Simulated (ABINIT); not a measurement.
Co:

```xyz
2
Lattice="2.4874 0.0000 0.0000 -1.2437 2.1541 0.0000 0.0000 0.0000 4.0633" Properties=species:S:1:pos:R:3 pbc="T T T"
Co    0.0000    1.4361    3.0074
Co    1.2437    0.7180    1.0559
```

Alike in all runs: program ABINIT 10.8.3 (patched build); functional PBE; potentials or basis JTH PAW PBE v2.0; cutoff 707 eV; k mesh 10 × 10 × 6; occupations fermi-dirac, width 0.05 eV.

Starts and where they ended:

```csv
start,free energy over the lowest (meV/atom),net moment (μB),site or absolute moments (μB),gap
"collinear spin, ferromagnetic start of up to 5 μB",0.0,3.33,Co +1.74,none (metal or under the smearing width)
"collinear spin, ferromagnetic start of up to 2 μB",0.0,3.33,Co +1.74,none (metal or under the smearing width)
no spin polarisation,235.2,-,-,none (metal or under the smearing width)
"collinear spin, antiferromagnetic start of up to 2 μB",228.9,0.00,"Co +1.01, -1.01",none (metal or under the smearing width)
```

The spin-polarised runs without a constraint all converged, yet they end up to 229 meV/atom apart: a converged run can sit in a state that isn't the lowest. Allowing spin polarisation gains 235 meV/atom. A still lower state may exist.

Caveats: the moment fell far below its start of 5 μB, so a state of higher moment may lie lower in energy (some runs).
